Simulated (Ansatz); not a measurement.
BaSnO$_{3}$ (cubic perovskite)

```yaml
crystal:
  lattice:
    - [4.13132, 0.00000, 0.00000]
    - [0.00000, 4.13132, 0.00000]
    - [0.00000, 0.00000, 4.13132]
  atoms:
    - { symbol: Ba, position: [0.00000, 0.00000, 0.00000] }
    - { symbol: Sn, position: [0.50000, 0.50000, 0.50000] }
    - { symbol: O, position: [0.00000, 0.50000, 0.50000] }
    - { symbol: O, position: [0.50000, 0.50000, 0.00000] }
    - { symbol: O, position: [0.50000, 0.00000, 0.50000] }
```

Scan: atom 5 (O, nearest neighbour Sn at 2.066 Å; its periodic images, 4.1 Å or more away, move with it) is displaced along Cartesian [110], direction (0.707, 0.707, 0.000) in Cartesian axes, by s. The other atoms stay.

Computed with r2SCAN (plane waves to 500 eV, PAW, scalar-relativistic; Ansatz, an electronic-structure program). k mesh 7×7×7 (Γ-centred), Fermi-Dirac smearing 0.05 eV. The energy includes the smearing's −TS. BaSnO3 was relaxed with its symmetry unable to fall. The zero of ΔE is the undisplaced structure.

```csv
s (Å),ΔE (meV/cell)
-0.210,266.7
-0.168,169.2
-0.126,94.5
-0.084,41.8
-0.042,10.4
0.000,0.0
0.042,10.4
0.084,41.8
0.126,94.5
0.168,169.2
0.210,266.7
```

### Question
What force constant k = d²E/ds² at s = 0 does the table give?

### Answer
12 eV/Å². It is the second difference of the nearest points, corrected with the next pair.

### Question
With k = 11.79 eV/Å² from the forces, is the well harmonic out to s = 0.210 Å?

### Answer
½ks² = 260.0 meV/cell against the computed 266.7 meV/cell, so the well is close to harmonic there.

(For displaced atoms, the force is minus the slope of the energy, and its curvature is a force constant, which sets phonon frequencies.)
